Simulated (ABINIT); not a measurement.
TaN: band structure with r2SCAN

TaN:

```
Ta N
1.0
     0.00000    2.21132    2.21132
     2.21132    0.00000    2.21132
     2.21132    2.21132    0.00000
Ta N
1 1
Direct
  0.50000 0.50000 0.50000
  0.00000 0.00000 0.00000
```

The cell comes from a database or a generator and needn't be the stable form of this composition.

- Program: ABINIT 10.8.3 (patched build)
- Task: band structure
- Functional: r2SCAN
- Potentials or basis: JTH PAW LDA v2.0
- Cutoff: 816 eV
- k mesh: 10 × 10 × 10
- Occupations: fermi-dirac, width 0.05 eV
- Spin: no spin polarisation
- Fine-grid cutoff: 1414.99 eV

* Pressure: -4.9 GPa
* Band gap on the k mesh: none (metal or under the smearing width)
* Valence electrons inside the program's atomic spheres: Ta 10.69; N 2.55

Levels at the corners of the path, in eV from the Fermi level:
```csv
point,band 6,band 7,band 8,band 9,band 10,band 11,band 12,band 13
Γ,-4.12,-4.12,-4.12,-2.13,-2.13,-2.13,0.12,0.12
X,-7.05,-5.51,-4.97,-4.97,2.15,3.44,3.44,4.52
W,-7.75,-7.12,-7.12,-0.23,-0.23,3.45,4.04,4.65
K,-7.99,-7.18,-6.48,-2.28,2.44,2.49,4.57,5.06
Γ,-4.12,-4.12,-4.12,-2.13,-2.13,-2.13,0.12,0.12
L,-10.68,-7.85,-7.85,1.86,1.86,2.00,3.95,7.63
U,-7.99,-7.18,-6.48,-2.28,2.44,2.49,4.57,5.06
W,-7.75,-7.12,-7.12,-0.23,-0.23,3.45,4.04,4.65
L,-10.68,-7.85,-7.85,1.86,1.86,2.00,3.95,7.63
K,-7.99,-7.18,-6.48,-2.28,2.44,2.49,4.57,5.06
```

It took 2.4 min on 1 thread of Intel(R) Xeon(R) 6975P-C (Granite Rapids), on a shared host, peak memory 0.15 GiB.

Caveat: the highest band is partly filled, so the run has too few bands; the PAW data sets were made with another functional, which shifts forces and pressure a little; spin-orbit coupling is left out, which moves the levels of the heavy elements.
